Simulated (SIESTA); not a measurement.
Crystal: KI.

```
I K
1.0
     0.00000    3.53277    3.53277
     3.53277    0.00000    3.53277
     3.53277    3.53277    0.00000
I K
1 1
Direct
  0.50000 0.50000 0.50000
  0.00000 0.00000 0.00000
```

* Program: SIESTA 5.4.2
* Task: single point
* Functional: PBE
* Potentials or basis: PseudoDojo 0.4 standard (PBE files)
* Basis: DZP (energy shift 0.002 Ry; d shell added on K)
* Grid cutoff: 800 Ry
* Energy shift: 0.002 Ry
* k mesh: 7 × 7 × 7
* Occupations: fermi-dirac, width 0.05 eV
* Spin: no spin polarisation

On this cell: pressure 0.6 GPa; largest force zero by symmetry; band gap on the k mesh 4.07 eV, direct.

The same run follows on a disturbed copy (atoms moved at random, drawn with an rms of 0.05 Å):

```
CELL_PARAMETERS angstrom
0.00000 3.53277 3.53277
3.53277 0.00000 3.53277
3.53277 3.53277 0.00000
ATOMIC_POSITIONS crystal
I 0.50360 0.51251 0.48597
K 0.00690 0.99881 0.99937
```

Problem. What does the disturbed cell give?

Solution. The energy moves by +1.4 meV/atom; pressure 0.6 GPa; largest force 0.081 eV/Å; band gap on the k mesh 4.07 eV, direct.

Forces on the atoms (eV/Å):
```
I   -0.001  0.069 -0.043
K    0.001 -0.069  0.043
```

Caveats: semicore shells carry a single zeta, which can move pressures by several GPa and volumes by a few percent; spin-orbit coupling is left out, which moves the levels of the heavy elements; an odd mesh through Γ misses points on the zone boundary, where band edges often lie; the basis of atomic orbitals isn't converged, which shifts pressures, moduli and gaps.
